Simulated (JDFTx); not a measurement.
Wanted: the native input for a JDFTx 1.7.0 (patched build) run.

```yaml
Task: single point
Functional: PBE
Potentials_or_basis: PseudoDojo-SR-PBE-0.5-standard with smoothed tails
Cutoff: 1333 eV
Density_cutoff: 10667 eV
k_mesh: 11 × 11 × 11
Occupations: fermi-dirac, width 0.05 eV
Spin: collinear spin, ferromagnetic start
Starting_moments: "[1.0, 0.0] μB"
Local_potential_set_to_-Z/r_beyond: 6 bohr
Density_cutoff_over_wavefunction_cutoff: 8
Max_SCF_steps: 100
SCF_threshold_on_the_energy: 1e-09 Ha
Solver_of_the_electrons: scf
Further_solve_for_the_empty_bands: yes
```

The system is NiO.

```xyz
2
Lattice="2.5046 0.0000 0.0000 0.0000 2.5046 0.0000 0.0000 0.0000 2.5046" Properties=species:S:1:pos:R:3 pbc="T T T"
Ni    0.0329    0.0070   -0.0094
O     1.2109    1.2581    1.2532
```

The cell comes from a database or a generator and needn't be the stable form of this composition.

The cell isn't the ideal one: atoms moved at random, drawn with an rms of 0.05 Å.

These files were run (other wordings do the same):

NiO.in

```
lattice \
    4.7330371157     0.0000000000     0.0000000000 \
    0.0000000000     4.7330371157     0.0000000000 \
    0.0000000000     0.0000000000     4.7330371157
coords-type Lattice
ion Ni     0.0131410000     0.0027990000    -0.0037370000 1
ion O      0.4834500000     0.5023120000     0.5003710000 1

ion-species pseudo/Ni.upf
ion-species pseudo/O.upf
elec-cutoff 49 392
elec-ex-corr gga-PBE
kpoint-folding 11 11 11
elec-smearing Fermi 0.0018374661
elec-n-bands 19
spintype z-spin
initial-magnetic-moments Ni 1
elec-initial-magnetization 1 no
electronic-SCF nIterations 100 energyDiffThreshold 1e-09
electronic-minimize nIterations 30 energyDiffThreshold 1e-7
converge-empty-states yes
forces-output-coords Cartesian

dump-name run.$VAR
dump End Ecomponents EigStats BandEigs Kpoints Forces Stress ElecDensity Dtot
```

Potentials or basis: PseudoDojo-SR-PBE-0.5-standard with smoothed tails.

The run is started by

```console
$ jdftx -c 1 -i NiO.in -o NiO.out
```

Results of the run:

```json
{"Pressure": "30.5 GPa", "Largest force": "0.052 eV/Å", "Band gap on the k mesh": "none (metal or under the smearing width)", "Net moment": "1.71 μB per cell", "Absolute moment": "1.77 μB per cell", "Site moments": "Ni +1.23; O +0.50 μB", "Loewdin charges": "Ni +0.98; O -0.85 e"}
```

Caveat: the atomic charges don't sum to the cell's charge; a cell with one magnetic atom can't hold antiferromagnetic order, which such compounds often take; semilocal functionals often make such compounds metallic where correlation or magnetic order opens a gap, which also shifts bond lengths.

It took 29 min on 1 thread of Arm Neoverse V2, on a shared host, peak memory 1.8 GiB.
